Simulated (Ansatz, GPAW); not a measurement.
Given: the input of a run of Ansatz 0.2.0 on TaN. The cell comes from a database or a generator and needn't be the stable form of this composition.

File input.yaml:

```yaml
crystal:
  lattice:
    - [0.0, 2.211323, 2.211323]
    - [2.211323, 0.0, 2.211323]
    - [2.211323, 2.211323, 0.0]
  atoms:
    - { symbol: Ta, position: [0.5, 0.5, 0.5] }
    - { symbol: "N", position: [0.0, 0.0, 0.0] }
hamiltonian:
  xc: pbe
  pseudopotentials: { kind: paw }
kpoints:
  mp_grid: { grid: [10, 10, 10] }
scf:
  occupations: { method: gaussian, width: 0.023 }
output:
  forces: true
  stress: true
  eigenvalues: true
```

Potentials or basis: Ansatz PAW.

Run with:

```bash
$ ansatz run input.yaml --threads 2 --pin off --max-ram 5632MiB --backend cpu --events-out ev --progress --plain --runs-dir out
```

**Question.** What does the same run look like in GPAW 26.7.0 (ASE script)? Potentials or basis there: GPAW PAW data sets (gpaw-data 1.2.1), cutoff 800 eV.

**Answer.** As run (cutoffs and basis follow the program's own potentials, and thresholds, step limits or extra output files can differ):

Contents of run.py:

```python
from ase.dft.bandgap import bandgap
from ase.io import read, write
from ase.units import GPa
from gpaw import GPAW, PW

atoms = read('TaN.xyz')

calc = GPAW(mode=PW(800),
            xc='PBE',
            kpts={'size': (10, 10, 10), 'gamma': True},
            occupations={'name': 'methfessel-paxton', 'order': 0, 'width': 0.023},
            nbands=19,
            convergence={'density': 1e-05, 'energy': 1e-05},
            maxiter=150,
            txt='gpaw.txt')
atoms.calc = calc
energy = atoms.get_potential_energy()
forces = atoms.get_forces()
stress = atoms.get_stress()
calc.write('gs.gpw')
write('result.traj', atoms)
print(f'Energy: {energy:.6f} eV')
print('Forces (eV/A):')
print(forces.round(4))
print('Stress (GPa):', (stress / GPa).round(3))
print('Fermi level:', round(calc.get_fermi_level(), 4), 'eV')
print(f'Gap: {bandgap(calc)[0]:.4f} eV, direct: {bandgap(calc, direct=True)[0]:.4f} eV')
```

The input TaN.xyz:

```xyz
2
Lattice="0.0000000000 2.2113230000 2.2113230000 2.2113230000 0.0000000000 2.2113230000 2.2113230000 2.2113230000 0.0000000000" Properties=species:S:1:pos:R:3 pbc="T T T"
Ta     2.2113230000      2.2113230000      2.2113230000
N      0.0000000000      0.0000000000      0.0000000000
```

Potentials or basis: GPAW PAW data sets (gpaw-data 1.2.1), pw.

Launch:

```bash
$ OMP_NUM_THREADS=1 python run.py
```

Both were run:

|  | Ansatz | GPAW |
| --- | --- | --- |
| Pressure | -1.4 GPa | -1.6 GPa |

Ansatz's pressure holds a Pulay term of +0.49 GPa for its cutoff of 420 eV, which the other run lacks.

Where Ansatz's input types no cutoff or centring, it takes its own default and a Γ-centred mesh.

Pressure is positive in compression.
